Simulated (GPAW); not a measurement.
Runs of GPAW 26.7.0 on Ge. Symmetry: Fd-3m, No. 227, cubic system. The conventional cell has a = 5.658 Å, b = 5.658 Å, c = 5.658 Å, α = 90.00°, β = 90.00°, γ = 90.00°. Around Ge (site symmetry -43m) lie 4 Ge at 2.45 Å. 

```csv
task,level,potentials or basis,spin,cell,k mesh,cutoff (eV),smearing,maxiter,k mesh for the DOS,dos width,band path,band points,mesh quality,gap on the mesh (eV),pressure (GPa)
density of states,PBEsol+D3(BJ),"PAW data sets generated in the run's folder for this functional, pw",off,"atoms moved at random, drawn with an rms of 0.02 Å",8 × 8 × 8,600,gaussian 0.1 eV,150,12 × 12 × 12,0.05 eV,-,-,not flagged,0.04,-0.9
single point,HF,"GPAW PAW data sets (gpaw-data 1.2.1), pw",off,as given,4 × 4 × 4,450,fermi-dirac 0.05 eV,60,-,-,-,-,coarse,6.27,-
band structure,GLLB-SC,"the program's PAW data sets (release 1.2.1) made for this functional, pw",off,as given,8 × 8 × 8,600,fermi-dirac 0.05 eV,150,-,-,"GXWKGLUWLK,UX",100,not flagged,(a),-
band structure,OLYP,"PAW data sets generated in the run's folder for this functional, pw","SOC, no magnetisation",as given,8 × 8 × 8,600,fermi-dirac 0.05 eV,150,-,-,"GXWKGLUWLK,UX",60,not flagged,0.19,(b)
```

Task: Fill in the values left out.

Result: (a) 0.16; (b) 4.5.

Caveats: some runs use coarse meshes; exact exchange converges slowly with the k mesh, and this mesh is small (some runs); the PAW data sets were made with another functional, which shifts forces and pressure a little (some runs); the derivative discontinuity is unreliable in so narrow a gap, and the gap given is the Kohn-Sham one (some runs); a model potential gives levels but no total energy (some runs); spin-orbit coupling was added after a scalar SCF, so levels and gaps hold it while energy, forces, pressure and moments don't (some runs); this program's spin-orbit splittings come out too wide for heavy elements (some runs).

A k mesh can miss the band edges, and rows without SOC leave out spin-orbit coupling on Ge.

Runs at the PBE level aren't shown here.
